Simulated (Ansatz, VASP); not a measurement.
# Two plane-wave programs on Sb

```xyz
1
Lattice="3.0833 0.0000 0.0000 0.0000 3.0833 0.0000 0.0000 0.0000 3.0833" Properties=species:S:1:pos:R:3 pbc="T T T"
Sb    0.0000    0.0000    0.0000
```

Alike in both runs: task electric field gradients; functional PBE; k mesh 12 × 12 × 12; occupations fermi-dirac, width 0.05 eV; no spin polarisation.

|  | VASP | Ansatz |
| --- | --- | --- |
| version | VASP 6.6.1 | Ansatz 0.2.0 |
| potentials or method | VASP PAW PBE potentials, release 64 (Sb) | PAW with Ansatz's default frozen-core files, scalar-relativistic |
| plane-wave cutoff (eV) | 520 | 420 |
| valence electrons in the cell | 5 | 15 |

|  | VASP | Ansatz | Ansatz less VASP |
| --- | --- | --- | --- |
| pressure (GPa) | 1.5 | 1.5 | +0.02 |
| Vzz of the field gradient on the site that differs most (V/Å²) | 0.0 | 0.0 | 0.00 |

The two sets of potentials don't hold the same shells in valence. Ansatz warned: «gradients_without_spin_orbit».

The runs have no spin-orbit coupling, so splittings on Sb are missing.
